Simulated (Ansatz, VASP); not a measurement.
**As: VASP beside Ansatz**

```
As
1.0
     3.46300    0.00000    0.00000
    -1.73150    2.99905    0.00000
     0.00000    0.00000   28.00000
As
2
Cartesian
  0.0000 1.9994 14.4440
  1.7315 0.9997 13.5560
```

Alike in both runs: task single point; functional LDA; k mesh 9 × 9 × 1; occupations gaussian, width 0.02 eV; no spin polarisation.

```csv
,VASP,Ansatz
version,VASP 6.6.1,Ansatz 0.2.0
potentials or method,"VASP PAW LDA potentials, release 64 (As)","scalar-relativistic, plane waves, PAW"
plane-wave cutoff (eV),520,420
valence electrons in the cell,10,30
```

Ansatz gave:

```
gap on the k mesh at the Fermi level (eV) : none
rms of the force components (eV/Å)        : 3.687
```

**Question.** Estimate VASP's values.

**Answer.** gap on the k mesh at the Fermi level (eV): none; rms of the force components (eV/Å): 3.768.

Atom by atom the forces differ by 0.081 eV/Å (rms over components). A gap of «none» marks a metal or a gap that the smearing closes. The two sets of potentials don't hold the same shells in valence. Ansatz warned: «xc_potential_rough_in_thin_density».
